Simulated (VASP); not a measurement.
# ZnS (Wurtzite-2H) (P6_3mc) in VASP: notebook, part 2 of 2

VASP 6.6.1. The steps go on from the part before.

### 3 Band structure, BLYP

POSCAR

```
ZnS
1.0
    3.8110000000      0.0000000000      0.0000000000
   -1.9055000000      3.3004228138      0.0000000000
    0.0000000000      0.0000000000      6.2340000000
Zn S
2 2
Direct
    0.6666666667      0.3333333333      0.5000000000
    0.3333333333      0.6666666667      0.0000000000
    0.6666666667      0.3333333333      0.8850000000
    0.3333333333      0.6666666667      0.3850000000
```

INCAR.step1

```
  PREC = Accurate
  ENCUT = 520
  EDIFF = 1E-7
  ISMEAR = -1
  SIGMA = 0.05
  LREAL = F
  LASPH = T
  NELM = 100
  ALGO = Fast
  ISIF = 2
  LWAVE = F
  LCHARG = T
  GGA = B5
  ALDAX = 1.0
  AGGAX = 1.0
  AGGAC = 1.0
  ALDAC = 0.0
```

KPOINTS.step1

```
regular mesh
0
Gamma
  8 8 5
```

INCAR.step2

```
  PREC = Accurate
  ENCUT = 520
  EDIFF = 1E-7
  ISMEAR = 0
  SIGMA = 0.05
  LREAL = F
  LASPH = T
  NELM = 100
  ALGO = Fast
  ISIF = 2
  LWAVE = F
  LCHARG = F
  GGA = B5
  ALDAX = 1.0
  AGGAX = 1.0
  AGGAC = 1.0
  ALDAC = 0.0
  ICHARG = 11
```

KPOINTS.step2

```
path GMKGALHA,LM,KH
10
line-mode
reciprocal
 0.0000000000  0.0000000000  0.0000000000  G
 0.5000000000  0.0000000000  0.0000000000  M

 0.5000000000  0.0000000000  0.0000000000  M
 0.3333333333  0.3333333333  0.0000000000  K

 0.3333333333  0.3333333333  0.0000000000  K
 0.0000000000  0.0000000000  0.0000000000  G

 0.0000000000  0.0000000000  0.0000000000  G
 0.0000000000  0.0000000000  0.5000000000  A

 0.0000000000  0.0000000000  0.5000000000  A
 0.5000000000  0.0000000000  0.5000000000  L

 0.5000000000  0.0000000000  0.5000000000  L
 0.3333333333  0.3333333333  0.5000000000  H

 0.3333333333  0.3333333333  0.5000000000  H
 0.0000000000  0.0000000000  0.5000000000  A

 0.5000000000  0.0000000000  0.5000000000  L
 0.5000000000  0.0000000000  0.0000000000  M

 0.3333333333  0.3333333333  0.0000000000  K
 0.3333333333  0.3333333333  0.5000000000  H
```

Potentials or basis: VASP PAW PBE potentials, release 64 (Zn, S).

Command:

```sh
> cat potpaw_PBE.64/Zn/POTCAR potpaw_PBE.64/S/POTCAR > POTCAR
> cp INCAR.step1 INCAR
> cp KPOINTS.step1 KPOINTS
> mpirun -np 1 vasp_std > vasp.out
> cp INCAR.step2 INCAR
> cp KPOINTS.step2 KPOINTS
> mpirun -np 1 vasp_std > vasp.out
```

OUTCAR:

```text
PREC = Accurate
   ENCUT = 520
   EDIFF = 1E-7
   ISMEAR = 0
   LREAL = F
   LASPH = T
   NELM = 100
   ISIF = 2
   GGA = B5
   ICHARG = 11

 ion  position               nearest neighbor table
   1  0.667  0.333  0.500-   4 2.31   4 2.31   4 2.31   3 2.40
   2  0.333  0.667  0.000-   3 2.31   3 2.31   3 2.31   4 2.40
   3  0.667  0.333  0.885-   2 2.31   2 2.31   2 2.31   1 2.40
   4  0.333  0.667  0.385-   1 2.31   1 2.31   1 2.31   2 2.40

  LATTYP: Found a hexagonal cell.
 ALAT       =     3.8110000000
 C/A-ratio  =     1.6357911309

  Lattice vectors:

 A1 = (   3.8110000000,   0.0000000000,   0.0000000000)
 A2 = (  -1.9055000000,   3.3004228138,   0.0000000000)
 A3 = (   0.0000000000,   0.0000000000,   6.2340000000)

Analysis of symmetry for initial positions (statically):
=====================================================================
 Subroutine PRICEL returns:
 Original cell was already a primitive cell.

 Routine SETGRP: Setting up the symmetry group for a
 hexagonal supercell.

 Subroutine GETGRP returns: Found 12 space group operations
 (whereof  6 operations were pure point group operations)
 out of a pool of 24 trial point group operations.

The static configuration has the point symmetry C_3v.
 The point group associated with its full space group is C_6v.

Analysis of symmetry for dynamics (positions and initial velocities):
=====================================================================
 Subroutine PRICEL returns:
 Original cell was already a primitive cell.

 Routine SETGRP: Setting up the symmetry group for a
 hexagonal supercell.

 Subroutine GETGRP returns: Found 12 space group operations
 (whereof  6 operations were pure point group operations)
 out of a pool of 24 trial point group operations.

The dynamic configuration has the point symmetry C_3v.
 The point group associated with its full space group is C_6v.

 Subroutine INISYM returns: Found 12 space group operations
 (whereof  6 operations are pure point group operations),
 and found     1 'primitive' translations

----------------------------------------------------------------------------------------

                                     Primitive cell

  volume of cell :      78.4107

  direct lattice vectors                    reciprocal lattice vectors
     3.811000000  0.000000000  0.000000000     0.262398321  0.151495741  0.000000000
    -1.905500000  3.300422814  0.000000000     0.000000000  0.302991482  0.000000000
     0.000000000  0.000000000  6.234000000     0.000000000  0.000000000  0.160410651

  length of vectors
     3.811000000  3.811000000  6.234000000     0.302991482  0.302991482  0.160410651

  position of ions in fractional coordinates (direct lattice)
     0.666666667  0.333333333  0.500000000
     0.333333333  0.666666667  0.000000000
     0.666666667  0.333333333  0.885000000
     0.333333333  0.666666667  0.385000000

  ion indices of the primitive-cell ions
   primitive index   ion index
                 1           1
                 2           2
                 3           3
                 4           4

----------------------------------------------------------------------------------------

 KPOINTS: path GMKGALHA,LM,KH

Interpolating k-points between supplied coordinates.

 Line segments in fractional coordinates (reciprocal lattice):
    0.000000  0.000000  0.000000  ...  0.500000  0.000000  0.000000
    0.500000  0.000000  0.000000  ...  0.333333  0.333333  0.000000
    0.333333  0.333333  0.000000  ...  0.000000  0.000000  0.000000
    0.000000  0.000000  0.000000  ...  0.000000  0.000000  0.500000
    0.000000  0.000000  0.500000  ...  0.500000  0.000000  0.500000
    0.500000  0.000000  0.500000  ...  0.333333  0.333333  0.500000
    0.333333  0.333333  0.500000  ...  0.000000  0.000000  0.500000
    0.500000  0.000000  0.500000  ...  0.500000  0.000000  0.000000
    0.333333  0.333333  0.000000  ...  0.333333  0.333333  0.500000

 Generated    10 points on each line segment, for a total of     90 k-points:

 Following reciprocal coordinates:
            Coordinates               Weight
  0.000000  0.000000  0.000000      0.011111
  0.055556  0.000000  0.000000      0.011111
  0.111111  0.000000  0.000000      0.011111
  0.166667  0.000000  0.000000      0.011111
  0.222222  0.000000  0.000000      0.011111
  0.277778  0.000000  0.000000      0.011111
[... 42 lines left out ...]
  0.444444  0.000000  0.500000      0.011111
  0.500000  0.000000  0.500000      0.011111
 [... further k-points ...]
   k-points           NKPTS =     90   k-points in BZ     NKDIM =     90   number of bands    NBANDS=     22
   number of dos      NEDOS =    301   number of ions     NIONS =      4
   total plane-waves  NPLWV =  37632
   dimension x,y,z NGX =    28 NGY =   28 NGZ =   48
   dimension x,y,z NGXF=    56 NGYF=   56 NGZF=   96
   ions per type =               2   2
   NGX,Y,Z   is equivalent  to a cutoff of  12.21, 12.21, 12.80 a.u.
   NGXF,Y,Z  is equivalent  to a cutoff of  24.43, 24.43, 25.60 a.u.
 SYSTEM =  unknown system
   PREC   = accura    normal or accurate (medium, high low for compatibility)
   ISTART =      0    job   : 0-new  1-cont  2-samecut
   ICHARG =     11    charge: 1-file 2-atom 10-const
   ISPIN  =      1    spin polarized calculation?
   LNONCOLLINEAR =      F non collinear calculations
   LSORBIT =      F    spin-orbit coupling
   LASPH  =      T    aspherical Exc in radial PAW
   ENCUT  =  520.0 eV  38.22 Ry    6.18 a.u.   7.09  7.09 11.59*2*pi/ulx,y,z
   NELM   =    100;   NELMIN=  2; NELMDL=  0     # of ELM steps
   EDIFF  = 0.1E-06   stopping-criterion for ELM
   LREAL  =      F    real-space projection
   EDIFFG = 0.1E-05   stopping-criterion for IOM
   NSW    =      0    number of steps for IOM
   IBRION =     -1    ionic relax: 0-MD 1-quasi-New 2-CG
   NFREE  =      0    steps in history (QN), initial steepest desc. (CG)
   ISIF   =      2    stress and relaxation
   ISYM   =      2    0-nonsym 1-usesym 2-fastsym
   POTIM  = 0.5000    time-step for ionic-motion
   TEBEG  =    0.0;   TEEND  =   0.0 temperature during run
   PSTRESS=    0.0 pullay stress
   NELECT =      36.0000    total number of electrons
   NUPDOWN=      -1.0000    fix difference up-down
   EMIN   =  10.00;   EMAX   =-10.00  energy-range for DOS
   EFERMI =   0.00;   METHOD = LEGACY
   ISMEAR =     0;   SIGMA  =   0.05  broadening in eV -4-tet -1-fermi 0-gaus
   EFERMI_NEDOS =   21; number of points for ismear=-14 and -15
   IALGO  =     68    algorithm
   IMIX   =      4    mixing-type and parameters
     AMIX     =   0.40;   BMIX     =  1.00
     AMIX_MAG =   1.60;   BMIX_MAG =  1.00
  volume/ion in A,a.u.               =      19.60       132.29
  Fermi-wavevector in a.u.,A,eV,Ry     =   1.262943  2.386617 21.701647  1.595026
  Thomas-Fermi vector in A             =   2.396326
   LORBIT       =      0    0 simple, 1 ext, 2 COOP (PROOUT), +10 PAW based schemes
   GGA     = B5    functional components
   LHFCALC =     F    Hartree Fock is set to
   AEXX    =    0.0000 exact exchange contribution
   IVDW    =     0    specifies the selected vdW correction
   LEPSILON=     F    determine dielectric tensor
   LRPA    =     F    only Hartree local field effects (RPA)
 non-spin polarized calculation
 RMM-DIIS sequential band-by-band and
 Gauss-broadening in eV      SIGMA  =   0.05
  energy-cutoff  :      520.00
  volume of cell :       78.41
 maximum number of plane-waves:      2138

 number of electron      35.9999977 magnetization

 Free energy of the ion-electron system (eV)
  ---------------------------------------------------
  ext. energy  EPLUGINS =         0.00000000
  ---------------------------------------------------
  free energy    TOTEN  =       -10.60732820 eV

  energy without entropy =      -10.60732820  energy(sigma->0) =      -10.60732820

 E-fermi :   2.7840     XC(G=0):  -9.1372

 val. band max:        2.5364166610   @ k =   0.0000   0.0000   0.0000
 cond. band min:       4.7960952429   @ k =   0.0000   0.0000   0.0000
 fundamental gap:      2.2596785819
 Fermi energy:         2.7840422223

 k-point     1 :       0.0000    0.0000    0.0000
  band No.  band energies     occupation
      1     -10.6201      2.00000
      2      -9.7149      2.00000
      3      -3.9273      2.00000
      4      -3.9273      2.00000
      5      -3.8628      2.00000
      6      -3.8628      2.00000
[... 989 lines left out ...]
     21       9.3416      0.00000
     22       9.3508      0.00000

 [... further k-points ...]

------------------------ aborting loop because EDIFF is reached ----------------------------------------

  FORCE on cell =-STRESS in cart. coord.  units (eV):
  Direction    XX          YY          ZZ          XY          YZ          ZX
  --------------------------------------------------------------------------------------
  -------------------------------------------------------------------------------------
  Total        6.1695401      6.1695401      3.7048590      0.0000000     -0.0000000      0.0000000
  in kB      126.0631177    126.0631177     75.7019288      0.0000000     -0.0000000      0.0000000
  external PRESSURE =     109.2760547 kB  Pullay stress =       0.0000000 kB

 VOLUME and BASIS-vectors are now :
 -----------------------------------------------------------------------------
  energy-cutoff  :      520.00
  volume of cell :       78.41
      direct lattice vectors                 reciprocal lattice vectors
     3.811000000  0.000000000  0.000000000     0.262398321  0.151495741  0.000000000
    -1.905500000  3.300422814  0.000000000     0.000000000  0.302991482  0.000000000
     0.000000000  0.000000000  6.234000000     0.000000000  0.000000000  0.160410651

 POSITION                                       TOTAL-FORCE (eV/Angst)
 -----------------------------------------------------------------------------------
      1.90550      1.10014      3.11700        -0.000000      0.000000      0.548163
     -0.00000      2.20028      0.00000         0.000000     -0.000000      0.548163
      1.90550      1.10014      5.51709         0.000000      0.000000     -0.548163
     -0.00000      2.20028      2.40009        -0.000000      0.000000     -0.548163
 -----------------------------------------------------------------------------------
    total drift:                               -0.000000     -0.000000     -0.087226

  FREE ENERGIE OF THE ION-ELECTRON SYSTEM (eV)
  ---------------------------------------------------
  free  energy   TOTEN  =       -10.6073281963 eV

  energy  without entropy=      -10.6073281963  energy(sigma->0) =      -10.60732820
```

Wall time 4.6 min (1 thread of AMD EPYC 7R43 (Zen 3), shared host); peak memory 0.23 GiB.

What came out:

| Item | Value |
| --- | --- |
| Band gap on the k mesh | 2.26 eV, direct |
| Band gap along the path | 2.26 eV, direct |

Levels at the corners of the path, in eV from the valence-band top:
```tsv
point	band 16	band 17	band 18	band 19	band 20	band 21
Γ	-0.01	-0.01	0.00	2.26	3.01	6.35
M	-2.22	-1.52	-0.97	3.69	4.28	5.30
M	-2.22	-1.52	-0.97	3.69	4.28	5.30
K	-2.18	-2.17	-2.17	4.63	5.88	5.88
K	-2.18	-2.17	-2.17	4.63	5.88	5.88
Γ	-0.01	-0.01	0.00	2.26	3.01	6.35
Γ	-0.01	-0.01	0.00	2.26	3.01	6.35
A	-0.45	-0.45	-0.45	3.52	3.52	6.81
A	-0.45	-0.45	-0.45	3.52	3.52	6.80
L	-1.64	-1.51	-1.51	3.68	3.68	5.24
L	-1.64	-1.51	-1.51	3.68	3.68	5.24
H	-3.06	-1.24	-1.24	4.59	4.59	6.62
H	-3.06	-1.24	-1.24	4.59	4.59	6.62
A	-0.45	-0.45	-0.45	3.52	3.52	6.80
L	-1.64	-1.51	-1.51	3.68	3.68	5.24
M	-2.22	-1.52	-0.97	3.69	4.28	5.30
K	-2.18	-2.17	-2.17	4.63	5.88	5.88
H	-3.06	-1.24	-1.24	4.59	4.59	6.62
```

Caveat: the log is that of the step along the path at fixed density, whose energy, stress, charges and moments have no meaning; the PAW data sets were made with another functional, which shifts forces and pressure a little.

### 4 Band structure, r2SCAN

INCAR

```
ALGO = Normal ; EDIFF = 1E-6
ENCUT = 520 ; ISIF = 2
ISMEAR = -1 ; LASPH = True
LCHARG = False ; LMIXTAU = True
LREAL = False ; LWAVE = False
METAGGA = R2SCAN ; NBANDS = 26
NELM = 100 ; PREC = Accurate
SIGMA = 0.05
```

KPOINTS

```
k-points
0
Gamma
  8 8 5
```

POSCAR is that of step 3.

KPOINTS_OPT

```
path GMKGALHA,LM,KH
10
line-mode
reciprocal
 0.0000000000  0.0000000000  0.0000000000  G
 0.5000000000  0.0000000000  0.0000000000  M

 0.5000000000  0.0000000000  0.0000000000  M
 0.3333333333  0.3333333333  0.0000000000  K

 0.3333333333  0.3333333333  0.0000000000  K
 0.0000000000  0.0000000000  0.0000000000  G

 0.0000000000  0.0000000000  0.0000000000  G
 0.0000000000  0.0000000000  0.5000000000  A

 0.0000000000  0.0000000000  0.5000000000  A
 0.5000000000  0.0000000000  0.5000000000  L

 0.5000000000  0.0000000000  0.5000000000  L
 0.3333333333  0.3333333333  0.5000000000  H

 0.3333333333  0.3333333333  0.5000000000  H
 0.0000000000  0.0000000000  0.5000000000  A

 0.5000000000  0.0000000000  0.5000000000  L
 0.5000000000  0.0000000000  0.0000000000  M

 0.3333333333  0.3333333333  0.0000000000  K
 0.3333333333  0.3333333333  0.5000000000  H
```

Command:

```sh
> cat potpaw_PBE.64/Zn/POTCAR potpaw_PBE.64/S/POTCAR > POTCAR
> mpirun -np 1 vasp_std > vasp.out
```

Wall time 5.6 min (1 thread of AMD EPYC 9R45 (Zen 5), shared host); peak memory 0.2 GiB.

It converged, with:

| Item | Value |
| --- | --- |
| Free energy | -37.7022 eV |
| Pressure | 0.2 GPa |
| Largest force | 0.318 eV/Å |
| Band gap on the k mesh | 2.83 eV, direct |
| Band gap along the path | 2.83 eV, direct |

Forces in eV/Å, atoms in the order of the input:
```
Zn   0.000  0.000  0.318
Zn   0.000  0.000  0.318
S    0.000  0.000 -0.318
S    0.000  0.000 -0.318
```

Stress tensor (GPa, compression positive):
```
 0.81  0.00  0.00
 0.00  0.81  0.00
 0.00  0.00 -1.10
```

Levels at the corners of the path, in eV from the valence-band top:
| point | band 16 | band 17 | band 18 | band 19 | band 20 | band 21 |
| --- | --- | --- | --- | --- | --- | --- |
| Γ | -0.01 | -0.01 | 0.00 | 2.83 | 3.51 | 6.79 |
| M | -2.31 | -1.59 | -1.00 | 4.00 | 4.79 | 5.53 |
| M | -2.31 | -1.59 | -1.00 | 4.00 | 4.79 | 5.53 |
| K | -2.27 | -2.26 | -2.26 | 4.76 | 6.50 | 6.50 |
| K | -2.27 | -2.26 | -2.26 | 4.76 | 6.50 | 6.50 |
| Γ | -0.01 | -0.01 | 0.00 | 2.83 | 3.51 | 6.79 |
| Γ | -0.01 | -0.01 | 0.00 | 2.83 | 3.51 | 6.79 |
| A | -0.46 | -0.46 | -0.46 | 4.06 | 4.06 | 7.22 |
| A | -0.46 | -0.46 | -0.46 | 4.06 | 4.06 | 7.22 |
| L | -1.70 | -1.57 | -1.57 | 4.03 | 4.03 | 5.58 |
| L | -1.70 | -1.57 | -1.57 | 4.03 | 4.03 | 5.58 |
| H | -3.19 | -1.29 | -1.29 | 5.03 | 5.03 | 6.85 |
| H | -3.19 | -1.29 | -1.29 | 5.03 | 5.03 | 6.85 |
| A | -0.46 | -0.46 | -0.46 | 4.06 | 4.06 | 7.22 |
| L | -1.70 | -1.57 | -1.57 | 4.03 | 4.03 | 5.58 |
| M | -2.31 | -1.59 | -1.00 | 4.00 | 4.79 | 5.53 |
| K | -2.27 | -2.26 | -2.26 | 4.76 | 6.50 | 6.50 |
| H | -3.19 | -1.29 | -1.29 | 5.03 | 5.03 | 6.85 |

Caveat: the PAW data sets were made with another functional, which shifts forces and pressure a little.

### 5 The runs side by side

| level | gap on the mesh (eV) |
| --- | --- |
| revPBE | 2.38 |
| BLYP | 2.26 |
| r2SCAN | 2.83 |

Alike in all rows: task band structure; potentials or basis VASP PAW PBE potentials, release 64 (Zn, S); no spin polarisation; cell as given; k mesh 8 × 8 × 5; cutoff (eV) 520; smearing fermi-dirac 0.05 eV.

On the cell as given the gap runs from 2.26 eV (BLYP) to 2.83 eV (r2SCAN).

Caveats: the PAW data sets were made with another functional, which shifts forces and pressure a little.

Total energies depend on the potentials used, so only differences within one code and one set of settings carry meaning.

### 6 Comparison with measurements

Step 2. Against the measured gap of ZnS, 3.911 eV (direct; 4 K; a printed reference work, monograph), the calculated 2.38 eV is off by -1.53 eV. The value is that of revPBE, without temperature or zero-point motion. Semilocal functionals fall short of measured gaps as a rule.

Step 3. Measured gap of ZnS: 3.911 eV (direct; 4 K; a printed reference work, monograph). This calculation gives 2.26 eV (-1.65 eV). The value is that of BLYP, without temperature or zero-point motion. Semilocal functionals fall short of measured gaps as a rule.

Step 4. Measured gap of ZnS: 3.911 eV (direct; 4 K; a printed reference work, monograph). This calculation gives 2.83 eV (-1.08 eV). The value is that of r2SCAN, without temperature or zero-point motion.
